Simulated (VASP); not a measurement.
# InP in VASP: one cell, several levels of theory

Aim: gap, levels, forces and stress of InP (zincblende), under +1.0 % strain along z alone at fixed geometry. Runs: PBE, r2SCAN. The results are then set beside those of Ansatz 0.2.0 for the same cell.

The runs shown are made with VASP 6.6.1. PAW datasets, plane waves. Calculated at 0 K for a non-magnetic cell.

## 1. The structure to begin with

The cell comes from an earlier relaxation with r2SCAN in another program, then strained, with the atoms relaxed again.

Space group I-4m2 (No. 119), tetragonal; conventional cell a = 4.177 Å, c = 5.967 Å, 26.03 Å³ an atom. In has 4 P at 2.57 Å; P has 4 In at 2.57 Å.

Structure file:

```
CELL_PARAMETERS angstrom
0.00000 2.95379 2.98333
2.95379 0.00000 2.98333
2.95379 2.95379 0.00000
ATOMIC_POSITIONS crystal
In 0.00000 0.00000 0.00000
P 0.25000 0.25000 0.25000
```

## 2. Single point with PBE

File INCAR:

```
ENCUT = 520.000000
SIGMA = 0.020000
EDIFF = 1.00e-07
GGA = PE
PREC = Accurate
IBRION = -1
ISIF = 2
ISMEAR = -1
NBANDS = 16
NELM = 120
NSW = 0
LASPH = .TRUE.
LCHARG = .FALSE.
LWAVE = .FALSE.
LREAL = .FALSE.
```

File KPOINTS:

```
KPOINTS created by Atomic Simulation Environment
0
Gamma
8 8 8
0 0 0
```

File KPOINTS_OPT:

```
special points
6
Reciprocal
0.0000000000 0.0000000000 0.0000000000 1
-0.5000000000 -0.5000000000 0.0000000000 1
-0.3750000000 -0.3750000000 0.2500000000 1
-0.3750000000 0.0000000000 0.3750000000 1
0.0000000000 0.0000000000 0.5000000000 1
-0.5000000000 -0.2500000000 0.2500000000 1
```

File POSCAR:

```
In P
 1.0000000000000000
     0.0000000000000000    2.9537876347999998    2.9833255111999999
     2.9537876347999998    0.0000000000000000    2.9833255111999999
     2.9537876347999998    2.9537876347999998    0.0000000000000000
 In  P
   1   1
Cartesian
  0.0000000000000000  0.0000000000000000  0.0000000000000000
  1.4768938173999999  1.4768938173999999  1.4916627555999999
```

Potentials: the recommended PBE PAW datasets, 18 valence electrons in the neutral cell.

Run with:

```bash
mpirun -np 1 vasp_std
```

Standard output, without the iteration lines:

```text
POSCAR found type information on POSCAR InP
 POSCAR found :  2 types and       2 ions
 LDA part: xc-table for (Slater+PW92), standard interpolation
 POSCAR, INCAR and KPOINTS ok, starting setup
 FFT: planning ... GRIDC
 FFT: planning ... GRID_SOFT
 FFT: planning ... GRID
 WAVECAR not read
 entering main loop
 Start KPOINTS_OPT (optional k-point list driver)
k-point batch [1-6\6]
```

OSZICAR:

```text
N       E                     dE             d eps       ncg     rms          rms(c)
DAV:   1     0.113893904359E+03    0.11389E+03   -0.83017E+03  1888   0.124E+03
DAV:   2    -0.107883877687E+01   -0.11497E+03   -0.11011E+03  2096   0.302E+02
DAV:   3    -0.860157051742E+01   -0.75227E+01   -0.74863E+01  2440   0.754E+01
DAV:   4    -0.880222456348E+01   -0.20065E+00   -0.20058E+00  2496   0.134E+01
DAV:   5    -0.881132145567E+01   -0.90969E-02   -0.90967E-02  2800   0.242E+00    0.539E+00
DAV:   6    -0.842759043832E+01    0.38373E+00   -0.61956E-01  3040   0.124E+01    0.324E+00
DAV:   7    -0.840177691070E+01    0.25814E-01   -0.15239E-01  2760   0.299E+00    0.122E+00
DAV:   8    -0.840231631305E+01   -0.53940E-03   -0.14462E-02  2408   0.140E+00    0.287E-01
DAV:   9    -0.840296301618E+01   -0.64670E-03   -0.13158E-03  2448   0.400E-01    0.148E-01
DAV:  10    -0.840310414734E+01   -0.14113E-03   -0.21994E-04  2872   0.175E-01    0.967E-02
DAV:  11    -0.840318155708E+01   -0.77410E-04   -0.10912E-04  2328   0.847E-02    0.374E-02
DAV:  12    -0.840318134801E+01    0.20907E-06   -0.74366E-06  2272   0.296E-02    0.117E-02
DAV:  13    -0.840318175490E+01   -0.40689E-06   -0.13988E-06  2504   0.589E-03    0.961E-03
DAV:  14    -0.840318196829E+01   -0.21339E-06   -0.23000E-07  2376   0.462E-03    0.182E-03
DAV:  15    -0.840318198504E+01   -0.16744E-07   -0.88686E-09  1784   0.739E-04
   1 F= -.84031820E+01 E0= -.84031820E+01  d E =-.867375E-08
       N       E                     dE             ncg
DAV:   1     0.198790439453E+04   -0.29194E+04      192
DAV:   2     0.129084935200E+04   -0.69706E+03      200
DAV:   3     0.124023252251E+04   -0.50617E+02      272
DAV:   4     0.123896891261E+04   -0.12636E+01      208
DAV:   5     0.123889055408E+04   -0.78359E-01      336
DAV:   6     0.123888975601E+04   -0.79808E-03      192
DAV:   7     0.123888971597E+04   -0.40033E-04      336
DAV:   8     0.123888971565E+04   -0.32834E-06      232
DAV:   9     0.123888971564E+04   -0.59122E-08      240
```

The lines after F= are the extra pass for the points of KPOINTS_OPT, at fixed density; their E is not a total energy.

OUTCAR, selected sections:

```text
k-points           NKPTS =     59   k-points in BZ     NKDIM =     59   number of bands    NBANDS=     16

   NELECT =      18.0000    total number of electrons

   dimension x,y,z NGX =    32 NGY =   32 NGZ =   32
   dimension x,y,z NGXF=    64 NGYF=   64 NGZF=   64

  energy-cutoff  :      520.00
  volume of cell :       52.06
      direct lattice vectors                 reciprocal lattice vectors
     0.000000000  2.953787635  2.983325511    -0.169274187  0.169274187  0.167598205
     2.953787635  0.000000000  2.983325511     0.169274187 -0.169274187  0.167598205
     2.953787635  2.953787635  0.000000000     0.169274187  0.169274187 -0.167598205

 k-points in reciprocal lattice and weights: KPOINTS created by Atomic Simulation Env
   0.00000000  0.00000000  0.00000000       0.002
   0.12500000  0.00000000  0.00000000       0.016
   0.25000000  0.00000000  0.00000000       0.016
   0.37500000  0.00000000  0.00000000       0.016
   0.50000000  0.00000000  0.00000000       0.008
   0.12500000  0.12500000  0.00000000       0.004
   0.25000000  0.12500000  0.00000000       0.016
   0.37500000  0.12500000  0.00000000       0.016
[... 51 more k-points ...]

 E-fermi :   5.1064

 k-point     1 :       0.0000    0.0000    0.0000
  band No.  band energies     occupation
      1      -9.2988      2.00000
      2      -9.2945      2.00000
      3      -9.2945      2.00000
      4      -9.1609      2.00000
      5      -9.1594      2.00000
      6      -6.4640      2.00000
      7       4.7967      2.00000
      8       4.8431      2.00000
      9       4.8431      2.00000
     10       5.3550      0.00001
     11       8.9137      0.00000
     12       8.9137      0.00000
     13       8.9297      0.00000
     14      13.2526      0.00000
     15      14.1464      0.00000
     16      14.2978      0.00000

 k-point     2 :       0.1250    0.0000    0.0000
  band No.  band energies     occupation
      1      -9.3123      2.00000
      2      -9.2905      2.00000
      3      -9.2879      2.00000
      4      -9.1609      2.00000
      5      -9.1591      2.00000
      6      -6.2950      2.00000
      7       3.2819      2.00000
      8       4.6340      2.00000
      9       4.6705      2.00000
     10       6.3481      0.00000
     11       9.0392      0.00000
     12       9.1820      0.00000
     13       9.1916      0.00000
     14      13.5442      0.00000
     15      13.6615      0.00000
     16      14.0307      0.00000

 k-point     3 :       0.2500    0.0000    0.0000
  band No.  band energies     occupation
      1      -9.3498      2.00000
      2      -9.2765      2.00000
      3      -9.2738      2.00000
      4      -9.1590      2.00000
      5      -9.1564      2.00000
      6      -5.8239      2.00000
      7       1.4510      2.00000
      8       4.2757      2.00000
      9       4.3243      2.00000
     10       6.5251      0.00000
     11       9.5822      0.00000
     12       9.6095      0.00000
     13      10.0573      0.00000
     14      13.3587      0.00000
     15      13.4069      0.00000
     16      13.9033      0.00000

 k-point     4 :       0.3750    0.0000    0.0000
  band No.  band energies     occupation
      1      -9.3855      2.00000
      2      -9.2658      2.00000
      3      -9.2632      2.00000
      4      -9.1535      2.00000
      5      -9.1499      2.00000
      6      -5.1989      2.00000
      7      -0.0673      2.00000
      8       3.9820      2.00000
      9       4.0411      2.00000
     10       6.3336      0.00000
     11       9.6471      0.00000
     12       9.7031      0.00000
     13      11.3850      0.00000
     14      13.6710      0.00000
     15      14.2703      0.00000
     16      14.3004      0.00000

 k-point     5 :       0.5000    0.0000    0.0000
  band No.  band energies     occupation
      1      -9.3997      2.00000
      2      -9.2625      2.00000
      3      -9.2599      2.00000
      4      -9.1500      2.00000
      5      -9.1460      2.00000
      6      -4.8486      2.00000
      7      -0.7266      2.00000
      8       3.8732      2.00000
      9       3.9364      2.00000
     10       6.2447      0.00000
     11       9.6027      0.00000
     12       9.6665      0.00000
     13      11.8587      0.00000
     14      14.1533      0.00000
     15      15.3574      0.00000
     16      15.4189      0.00000

[... the tables of k-points 6 to 59 left out ...]

  Total        0.3531738      0.3531738      0.2181819      0.0000000     -0.0000000     -0.0000000
  in kB       10.8695069     10.8695069      6.7149093      0.0000000     -0.0000000     -0.0000000
  external PRESSURE =       9.4846411 kB  Pullay stress =       0.0000000 kB

 POSITION                                       TOTAL-FORCE (eV/Angst)
 -----------------------------------------------------------------------------------
      0.00000      0.00000      0.00000        -0.000000     -0.000000     -0.000000
      1.47689      1.47689      1.49166         0.000000      0.000000      0.000000
 -----------------------------------------------------------------------------------
    total drift:                               -0.000000     -0.000000     -0.000000

  FREE ENERGIE OF THE ION-ELECTRON SYSTEM (eV)
  ---------------------------------------------------
  free  energy   TOTEN  =        -8.4031819850 eV

  energy  without entropy=       -8.4031819764  energy(sigma->0) =       -8.40318198
```

Hardware: 1 MPI rank of Intel Xeon Platinum 8488C, shared host.

The levels at the points of KPOINTS_OPT are read from vasprun.xml.

Levels at the named points, in eV from the top of band v (v: the last filled band by count, c: the next):

```csv
point,v−1,v,c,c+1
Γ,0.00,0.00,0.51,4.07
X,-2.19,-2.19,1.84,2.31
U,-3.16,-1.82,2.41,4.36
K,-3.16,-1.88,2.34,4.28
L,-0.97,-0.91,1.40,4.76
W,-2.83,-2.78,4.25,4.29
```

The PBE gap is 0.51 eV, direct at Γ. Pressure: 0.95 GPa; the forces vanish within 0.01 eV/Å.

## 3. r2SCAN

File INCAR:

```
ENCUT = 520.000000
SIGMA = 0.010000
EDIFF = 1.00e-07
ALGO = Normal
METAGGA = R2SCAN
PREC = Accurate
IBRION = -1
ISIF = 2
ISMEAR = 0
NBANDS = 16
NELM = 120
NSW = 0
LASPH = .TRUE.
LCHARG = .FALSE.
LWAVE = .FALSE.
LREAL = .FALSE.
```

KPOINTS is that of step 2.

KPOINTS_OPT is that of step 2.

POSCAR is that of step 2.

Run with:

```bash
mpirun -np 1 vasp_std
```

Printed to the terminal (iteration lines stand in OSZICAR):

```text
POSCAR found type information on POSCAR InP
 POSCAR found :  2 types and       2 ions
 -----------------------------------------------------------------------------
|                                                                             |
|                                                                             |
|     You enforced a specific xc type in the INCAR file but a different       |
|     I HOPE YOU KNOW WHAT YOU ARE DOING!                                     |
|                                                                             |
 -----------------------------------------------------------------------------

 LDA part: xc-table for (None), standard interpolation
 POSCAR, INCAR and KPOINTS ok, starting setup
 FFT: planning ... GRIDC
 FFT: planning ... GRID_SOFT
 FFT: planning ... GRID
 WAVECAR not read
 entering main loop
 Start KPOINTS_OPT (optional k-point list driver)
k-point batch [1-6\6]
```

OSZICAR:

```text
N       E                     dE             d eps       ncg     rms          rms(c)
DAV:   1     0.896138510059E+02    0.89614E+02   -0.84575E+03  1888   0.127E+03
DAV:   2    -0.279888466200E+02   -0.11760E+03   -0.11264E+03  2096   0.309E+02
DAV:   3    -0.356800836656E+02   -0.76912E+01   -0.76537E+01  2424   0.776E+01
DAV:   4    -0.358943231294E+02   -0.21424E+00   -0.21416E+00  2584   0.138E+01
DAV:   5    -0.359041027228E+02   -0.97796E-02   -0.97793E-02  2784   0.245E+00    0.713E+00
DAV:   6    -0.322995310927E+02    0.36046E+01   -0.16437E+00  2448   0.279E+01    0.380E+00
DAV:   7    -0.322845923340E+02    0.14939E-01   -0.26106E-01  2472   0.388E+00    0.240E+00
DAV:   8    -0.322939095117E+02   -0.93172E-02   -0.16649E-02  2544   0.119E+00    0.105E+00
DAV:   9    -0.322954863049E+02   -0.15768E-02   -0.22873E-03  2360   0.382E-01    0.143E-01
DAV:  10    -0.322955038326E+02   -0.17528E-04   -0.31867E-04  2568   0.189E-01    0.158E-01
DAV:  11    -0.322955413468E+02   -0.37514E-04   -0.47794E-05  2256   0.810E-02    0.368E-02
DAV:  12    -0.322955329526E+02    0.83942E-05   -0.30405E-05  2528   0.688E-02    0.425E-02
DAV:  13    -0.322955326394E+02    0.31324E-06   -0.29811E-06  2392   0.114E-02    0.249E-02
DAV:  14    -0.322955327025E+02   -0.63103E-07   -0.69286E-08  1752   0.241E-03
   1 F= -.32295533E+02 E0= -.32295533E+02  d E =-.241983E-18
       N       E                     dE             ncg
DAV:   1     0.195700181495E+04   -0.29503E+04      192
DAV:   2     0.123733664965E+04   -0.71967E+03      216
DAV:   3     0.118561905329E+04   -0.51718E+02      264
DAV:   4     0.118434942719E+04   -0.12696E+01      216
DAV:   5     0.118425829587E+04   -0.91131E-01      336
DAV:   6     0.118425718532E+04   -0.11106E-02      216
DAV:   7     0.118425710673E+04   -0.78589E-04      328
DAV:   8     0.118425710619E+04   -0.54430E-06      224
DAV:   9     0.118425710617E+04   -0.10480E-07      232
```

From OUTCAR:

```text
k-points           NKPTS =     59   k-points in BZ     NKDIM =     59   number of bands    NBANDS=     16

   NELECT =      18.0000    total number of electrons

   dimension x,y,z NGX =    32 NGY =   32 NGZ =   32
   dimension x,y,z NGXF=    64 NGYF=   64 NGZF=   64

  energy-cutoff  :      520.00
  volume of cell :       52.06
      direct lattice vectors                 reciprocal lattice vectors
     0.000000000  2.953787635  2.983325511    -0.169274187  0.169274187  0.167598205
     2.953787635  0.000000000  2.983325511     0.169274187 -0.169274187  0.167598205
     2.953787635  2.953787635  0.000000000     0.169274187  0.169274187 -0.167598205

 k-points in reciprocal lattice and weights: KPOINTS created by Atomic Simulation Env
   0.00000000  0.00000000  0.00000000       0.002
   0.12500000  0.00000000  0.00000000       0.016
   0.25000000  0.00000000  0.00000000       0.016
   0.37500000  0.00000000  0.00000000       0.016
   0.50000000  0.00000000  0.00000000       0.008
   0.12500000  0.12500000  0.00000000       0.004
   0.25000000  0.12500000  0.00000000       0.016
   0.37500000  0.12500000  0.00000000       0.016
[... 51 more k-points ...]

 E-fermi :   4.7210

 k-point     1 :       0.0000    0.0000    0.0000
  band No.  band energies     occupation
      1      -9.9502      2.00000
      2      -9.9459      2.00000
      3      -9.9459      2.00000
      4      -9.7869      2.00000
      5      -9.7851      2.00000
      6      -7.1193      2.00000
      7       4.6153      2.00000
      8       4.6643      2.00000
      9       4.6643      2.00000
     10       5.6188      0.00000
     11       9.0812      0.00000
     12       9.0812      0.00000
     13       9.0994      0.00000
     14      13.5948      0.00000
     15      14.4372      0.00000
     16      14.5943      0.00000

 k-point     2 :       0.1250    0.0000    0.0000
  band No.  band energies     occupation
      1      -9.9662      2.00000
      2      -9.9414      2.00000
      3      -9.9387      2.00000
      4      -9.7869      2.00000
      5      -9.7848      2.00000
      6      -6.9409      2.00000
      7       3.1507      2.00000
      8       4.4481      2.00000
      9       4.4866      2.00000
     10       6.5433      0.00000
     11       9.2168      0.00000
     12       9.3608      0.00000
     13       9.3720      0.00000
     14      13.8170      0.00000
     15      13.9380      0.00000
     16      14.3973      0.00000

 k-point     3 :       0.2500    0.0000    0.0000
  band No.  band energies     occupation
      1     -10.0089      2.00000
      2      -9.9258      2.00000
      3      -9.9232      2.00000
      4      -9.7850      2.00000
      5      -9.7820      2.00000
      6      -6.4452      2.00000
      7       1.2298      2.00000
      8       4.0764      2.00000
      9       4.1275      2.00000
     10       6.7199      0.00000
     11       9.7727      0.00000
     12       9.8010      0.00000
     13      10.3034      0.00000
     14      13.6352      0.00000
     15      13.6829      0.00000
     16      14.2146      0.00000

 k-point     4 :       0.3750    0.0000    0.0000
  band No.  band energies     occupation
      1     -10.0490      2.00000
      2      -9.9133      2.00000
      3      -9.9107      2.00000
      4      -9.7797      2.00000
      5      -9.7758      2.00000
      6      -5.7912      2.00000
      7      -0.3625      2.00000
      8       3.7700      2.00000
      9       3.8321      2.00000
     10       6.5151      0.00000
     11       9.8240      0.00000
     12       9.8824      0.00000
     13      11.6714      0.00000
     14      14.0062      0.00000
     15      14.6117      0.00000
     16      14.6465      0.00000

 k-point     5 :       0.5000    0.0000    0.0000
  band No.  band energies     occupation
      1     -10.0649      2.00000
      2      -9.9092      2.00000
      3      -9.9067      2.00000
      4      -9.7764      2.00000
      5      -9.7720      2.00000
      6      -5.4266      2.00000
      7      -1.0514      2.00000
      8       3.6562      2.00000
      9       3.7225      2.00000
     10       6.4214      0.00000
     11       9.7709      0.00000
     12       9.8371      0.00000
     13      12.1207      0.00000
     14      14.5672      0.00000
     15      15.7659      0.00000
     16      15.8322      0.00000

[... the tables of k-points 6 to 59 left out ...]

  Total       -0.2003717     -0.2003717     -0.3496883      0.0000000     -0.0000000      0.0000000
  in kB       -6.1667707     -6.1667707    -10.7622358      0.0000000     -0.0000000      0.0000000
  external PRESSURE =      -7.6985924 kB  Pullay stress =       0.0000000 kB

 POSITION                                       TOTAL-FORCE (eV/Angst)
 -----------------------------------------------------------------------------------
      0.00000      0.00000      0.00000         0.000000      0.000000      0.000000
      1.47689      1.47689      1.49166        -0.000000     -0.000000      0.000000
 -----------------------------------------------------------------------------------
    total drift:                               -0.000004     -0.000004     -0.000000

  FREE ENERGIE OF THE ION-ELECTRON SYSTEM (eV)
  ---------------------------------------------------
  free  energy   TOTEN  =       -32.2955327025 eV

  energy  without entropy=      -32.2955327025  energy(sigma->0) =      -32.29553270
```

Hardware: 1 MPI rank of Intel Xeon Platinum 8488C, shared host.

The levels at the points of KPOINTS_OPT are read from vasprun.xml.

Near the gap, in eV above the top of the last filled band v; c is the band after it:

```csv
point,v−1,v,c,c+1
Γ,0.00,0.00,0.95,4.42
X,-2.27,-2.27,2.08,2.59
U,-3.27,-1.89,2.69,4.72
K,-3.27,-1.95,2.61,4.64
L,-1.01,-0.94,1.76,5.11
W,-2.93,-2.87,4.58,4.67
```

The r2SCAN gap is 0.95 eV, direct at Γ. The pressure is -0.77 GPa; the forces vanish within 0.01 eV/Å.

## 4. What came out

| level | gap (eV) | pressure (GPa) | Ansatz: gap (eV) | Ansatz: pressure (GPa) |
| --- | --- | --- | --- | --- |
| PBE | 0.51 | 0.95 | 0.52 | 1.00 |
| r2SCAN | 0.95 | -0.77 | 0.95 | -0.69 |

**Reading.** The gap spans 0.51 eV (PBE) to 0.95 eV (r2SCAN). Spin-orbit coupling is left out, though the cell holds In (Z = 49); in an element this heavy it can shift bands and gaps by tenths of an eV. At this one volume the pressure spans -0.8 GPa (r2SCAN) to 0.9 GPa (PBE): PBE wants the largest cell and r2SCAN the smallest. The two programs agree on the gap within 0.01 eV, far less than the spread between functionals. Each program uses its own PAW datasets and cutoff.
